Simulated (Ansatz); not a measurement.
Here is an Ansatz 0.2.0 calculation.

Contents of input.yaml:

```yaml
crystal:
  lattice:
    - [-1.65128, 1.65128, 1.65128]
    - [1.65128, -1.65128, 1.65128]
    - [1.65128, 1.65128, -1.65128]
  atoms:
    - { symbol: Ta, position: [0.0, 0.0, 0.0] }
kpoints:
  mp_grid: { grid: [11, 11, 11] }
scf:
  occupations: { method: gaussian, width: 0.016 }
hamiltonian:
  xc: pbe
  pseudopotentials: { kind: all_electron, lapw: { basis_error: 0.001 } }
output:
  forces: true
  stress: true
  eigenvalues: true
```

Potentials or basis: all-electron LAPW, scalar-relativistic.

Launch:

```console
$ ansatz run input.yaml --threads 1 --pin off --max-ram 3072MiB --backend cpu --events-out ev --progress --plain --runs-dir out
```

**Question.** Predict the pressure.

**Answer.** 2.1 GPa.

**Question.** Estimate the band gap on the k mesh.

**Answer.** None (metal or under the smearing width).

The run has no spin-orbit coupling, so splittings on Ta are missing.
